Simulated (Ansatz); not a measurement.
**A N vacancy in zincblende AlN, 63 atoms, charge 0**

Computed with DFT, PBEsol, PAW, plane waves (Ansatz).

Command:

```sh
ansatz run in.yaml --threads 7 --pin off --max-ram 13300MiB --runs-dir r --events-out ev --progress --plain
```

The input less its lattice and atoms (starting moments on atoms near the defect: 1 μB in all):

```yaml
crystal:
  symmetry: { detect: false }
kpoints:
  mp_grid: { grid: [1, 1, 1], shift: [0.25, 0.25, 0.25] }
hamiltonian:
  xc: pbesol
magnetization:
  spin_polarized: true
scf:
  occupations: { method: fermi_dirac, width: 0.01 }
relax:
  f_tol: 0.03
  max_steps: 80
  escape_saddle: false
  adjacent_minimum: "off"
output:
  forces: true
  eigenvalues: true
  populations: true
```

Start:

```xyz
63
Lattice="8.7554 0.0000 0.0000 0.0000 8.7554 0.0000 0.0000 0.0000 8.7554" Properties=species:S:1:pos:R:3 pbc="T T T"
Al    0.0132    8.7358    0.0032
Al    0.0078    8.7373    4.4069
Al    0.0023    4.3787    8.7490
Al    0.0273    4.3845    4.3819
Al    4.3839    8.7222    0.0062
Al    4.3765    8.7361    4.4236
Al    4.3569    4.3953    8.7233
Al    4.3857    4.3611    4.3613
Al    2.1570    2.1564    0.0020
Al    2.1758    2.1720    4.4020
Al    2.2014    6.5707    0.0074
Al    2.1915    6.5636    4.3843
Al    6.5551    2.1673    8.7430
Al    6.5951    2.1786    4.3918
Al    6.5454    6.5778    8.7485
Al    6.5652    6.5476    4.4041
Al    2.1785    0.0246    2.2021
Al    2.1960    8.7444    6.5706
Al    2.2058    4.3801    2.2183
Al    2.1885    4.3637    6.5791
Al    6.5611    8.7421    2.1695
Al    6.5578    8.7428    6.5408
Al    6.5736    4.3910    2.2023
Al    6.5312    4.3803    6.6200
Al    8.7314    2.2009    2.1884
Al    0.0354    2.2453    6.5844
Al    0.0106    6.5732    2.2020
Al    8.7491    6.5749    6.5673
Al    4.3478    2.1970    2.1496
Al    4.3879    2.1543    6.5558
Al    4.4050    6.5373    2.1593
Al    4.3580    6.5375    6.5409
N     1.0858    1.1025    1.0818
N     1.1080    1.1018    5.4849
N     1.0870    5.4842    1.1103
N     1.0839    5.4700    5.4613
N     5.4554    1.1071    1.1159
N     5.4520    1.1226    5.4576
N     5.4668    5.4589    1.1179
N     3.3250    3.3086    1.1091
N     3.2626    3.2852    5.4864
N     3.2974    7.6550    1.1036
N     3.2562    7.6303    5.4908
N     7.6438    3.3054    1.0929
N     7.6662    3.2915    5.4839
N     7.7014    7.6935    1.1222
N     7.6663    7.6592    5.4713
N     3.2914    1.1061    3.2840
N     3.2906    1.0995    7.6808
N     3.2478    5.4776    3.3041
N     3.2903    5.4764    7.6471
N     7.6461    1.1053    3.3268
N     7.6592    1.1142    7.7025
N     7.6495    5.4911    3.3011
N     7.6600    5.4503    7.6698
N     1.0723    3.2623    3.2511
N     1.0745    3.2777    7.6427
N     1.0884    7.6199    3.2813
N     1.0644    7.6842    7.6877
N     5.5007    3.3147    3.3190
N     5.4908    3.2874    7.6329
N     5.4701    7.6966    3.3185
N     5.4475    7.6352    7.6760
```

Steps:

```
 step  energy less the first (eV)  largest force component (eV/Å)
start                       0.000                           1.291
    1                      -0.567                           0.865
    2                      -0.864                           0.125
    3                      -0.873                           0.051
    4                      -0.881                           0.218
    5                      -0.898                           0.278
    6                      -0.917                           0.271
    7                      -0.940                           0.137
    8                      -0.947                           0.055
    9                      -0.947                           0.021
```

A structure on the way, about -0.86 eV from the start:

```
Al N
1.0
     8.75544    0.00000    0.00000
     0.00000    8.75544    0.00000
     0.00000    0.00000    8.75544
Al N
32 31
Direct
  0.99939 0.99932 0.00029
  0.99989 0.00044 0.50034
  0.99954 0.49984 0.00109
  0.99960 0.50083 0.50185
  0.49944 0.00047 0.00107
  0.50080 0.00009 0.50091
  0.49987 0.50040 0.00102
  0.49545 0.49566 0.49720
  0.24917 0.24934 0.99984
  0.24826 0.24841 0.49988
  0.25083 0.74977 0.00003
  0.25112 0.74892 0.50091
  0.74999 0.25058 0.99973
  0.74841 0.25045 0.50005
  0.75005 0.75025 0.00091
  0.74855 0.74925 0.50830
  0.24936 0.99896 0.25078
  0.25104 0.99933 0.75037
  0.24825 0.49880 0.24928
  0.25115 0.50005 0.74932
  0.74969 0.99882 0.25123
  0.75034 0.00025 0.75114
  0.74838 0.49928 0.25161
  0.74903 0.50569 0.74972
  0.99904 0.24972 0.25058
  0.99931 0.25120 0.75093
  0.99918 0.74958 0.25198
  0.00079 0.75050 0.75092
  0.49844 0.24881 0.24925
  0.49970 0.25083 0.74924
  0.49978 0.74844 0.25115
  0.50770 0.74917 0.74877
  0.12494 0.12522 0.12586
  0.12460 0.12448 0.62594
  0.12453 0.62506 0.12505
  0.12512 0.62539 0.62639
  0.62491 0.12512 0.12576
  0.62495 0.12511 0.62657
  0.62535 0.62535 0.12610
  0.37441 0.37474 0.12469
  0.37187 0.37227 0.62503
  0.37530 0.87477 0.12607
  0.37780 0.87308 0.62576
  0.87439 0.37554 0.12606
  0.87247 0.37746 0.62538
  0.87499 0.87480 0.12645
  0.87723 0.87733 0.62707
  0.37445 0.12408 0.37566
  0.37553 0.12580 0.87552
  0.37228 0.62433 0.37306
  0.37829 0.62518 0.87329
  0.87424 0.12508 0.37618
  0.87476 0.12597 0.87575
  0.87190 0.62471 0.37923
  0.87641 0.62628 0.87691
  0.12361 0.37492 0.37571
  0.12486 0.37589 0.87535
  0.12492 0.87464 0.37651
  0.12585 0.87558 0.87613
  0.62317 0.37267 0.37372
  0.62466 0.37862 0.87325
  0.62437 0.87262 0.37839
  0.62617 0.87728 0.87839
```

End:

```xyz
63
Lattice="8.7554 0.0000 0.0000 0.0000 8.7554 0.0000 0.0000 0.0000 8.7554" Properties=species:S:1:pos:R:3 pbc="T T T"
Al    8.7540    8.7497    0.0068
Al    0.0114    0.0019    4.3783
Al    8.7390    4.3817    8.7476
Al    8.7513    4.3821    4.3888
Al    4.3700    0.0015    0.0198
Al    4.3769    0.0001    4.3850
Al    4.3802    4.3821    0.0045
Al    4.4097    4.2936    4.4194
Al    2.1828    2.1939    0.0060
Al    2.1709    2.1844    4.3772
Al    2.1977    6.5641    8.7514
Al    2.1919    6.5578    4.3900
Al    6.5682    2.1890    0.0149
Al    6.5602    2.1900    4.3827
Al    6.5587    6.5622    0.0044
Al    6.5321    6.6339    4.4356
Al    2.1847    8.7484    2.1931
Al    2.1760    8.7552    6.5784
Al    2.1963    4.3784    2.2048
Al    2.1887    4.3800    6.5655
Al    6.5698    8.7551    2.1843
Al    6.5626    8.7526    6.5713
Al    6.5570    4.3799    2.1970
Al    6.5113    4.3248    6.5195
Al    8.7533    2.1940    2.1912
Al    0.0066    2.1888    6.5770
Al    8.7432    6.5641    2.2060
Al    8.7509    6.5623    6.5672
Al    4.3688    2.1848    2.1796
Al    4.3746    2.1899    6.5690
Al    4.3815    6.5577    2.2005
Al    4.4272    6.6334    6.5390
N     1.0931    1.0948    1.1016
N     1.0929    1.0944    5.4781
N     1.0926    5.4701    1.1010
N     1.0936    5.4732    5.4797
N     5.4695    1.0945    1.1014
N     5.4711    1.0950    5.4795
N     5.4713    5.4730    1.1021
N     3.2780    3.2942    1.0967
N     3.2489    3.2609    5.4866
N     3.2805    7.6494    1.1077
N     3.2644    7.6733    5.4719
N     7.6619    3.2955    1.1034
N     7.6788    3.2727    5.4688
N     7.6638    7.6509    1.0993
N     7.6918    7.6840    5.4888
N     3.2777    1.0967    3.2861
N     3.2781    1.0922    7.6731
N     3.3235    5.4527    3.3319
N     3.3245    5.4863    7.6268
N     7.6643    1.0922    3.2864
N     7.6632    1.0991    7.6720
N     7.6182    5.4862    3.3325
N     7.6166    5.4587    7.6255
N     1.0881    3.2943    3.2866
N     1.0948    3.2957    7.6705
N     1.0992    7.6494    3.2889
N     1.0908    7.6508    7.6722
N     5.4775    3.2620    3.2580
N     5.4604    3.2735    7.6872
N     5.4638    7.6727    3.2732
N     5.4802    7.6828    7.7002
```

Self-consistency was reached.

Time: 100 s of wall time on 7 threads of a Neoverse-V2 processor, on a host shared with other runs; peak host memory 1.7 GiB.

**Question.** How much energy did the relaxation gain, and which atom moved most?

**Answer.** 0.95 eV in 9 steps, from a start with small random displacements; atom 32 (Al) moved 0.12 Å, the median atom 0.04 Å (drift of the whole cell removed).

The moment started at 1 μB and ended at 1.0 μB; no other spin state is shown. The one k point has no symmetry partners, which can distort the end along one axis.
